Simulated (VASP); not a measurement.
Write the native input for VASP 6.6.1 that does the following.

| Item | Value |
| --- | --- |
| Task | relaxation of the atoms |
| Functional | RPBE |
| Dispersion | D3 |
| Potentials or basis | VASP PAW PBE potentials, release 64 (Ca_sv) |
| Cutoff | 520 eV |
| k mesh | 5 × 5 × 1 |
| Occupations | fermi-dirac, width 0.05 eV |
| Spin | no spin polarisation |
| Dipole correction | yes |
| Atoms held fixed (from 0) | [0, 1] |
| Further INCAR settings | ALGO = Fast; EDIFF = 1e-06; IBRION = 2; EDIFFG = -0.005; NSW = 60 |

The structure of Ca lies in POSCAR:

```
Ca
1.0
    4.1929749200      0.0000000000      0.0000000000
    0.0000000000      4.2034636200      0.0000000000
    0.0000000000      0.0000000000     24.7814098400
Ca
5
Selective dynamics
Direct
    0.0000000000      0.0000000000      0.3026462194  F F F
    0.5000000000      0.5000000000      0.4013231097  F F F
    0.0000000000      0.0000000000      0.5000000000  T T T
    0.5000000000      0.5000000000      0.5986768903  T T T
    0.0000000000      0.0000000000      0.6973537806  T T T
```

The slab is cut from a database's or a generator's crystal, which needn't be the stable form of the element.

These files were run (other wordings do the same):

INCAR

```
PREC = Accurate
ENCUT = 520
EDIFF = 1E-6
ISMEAR = -1
SIGMA = 0.05
LREAL = False
LASPH = True
NELM = 60
ALGO = Fast
ISIF = 2
LWAVE = False
LCHARG = False
LDIPOL = True
IDIPOL = 3
DIPOL = 0.5 0.5 0.500
GGA = RP
IVDW = 11
IBRION = 2
NSW = 60
EDIFFG = -0.005
```

KPOINTS

```
regular mesh
0
Gamma
  5 5 1
```

Potentials or basis: VASP PAW PBE potentials, release 64 (Ca_sv).

The run is started by

```bash
$ cat potpaw_PBE.64/Ca_sv/POTCAR > POTCAR
$ mpirun -np 1 vasp_std > vasp.out
```

Results of the run:

| Quantity | Value |
| --- | --- |
| Energy gained by relaxing | 1.9 meV/atom |
| Ionic steps | 15 |
| Band gap on the k mesh | none (metal or under the smearing width) |
| Dispersion energy per atom | -0.214 eV |

It took 18 min on 1 thread of Intel(R) Xeon(R) 6975P-C (Granite Rapids) (shared host), peak memory 0.56 GiB.
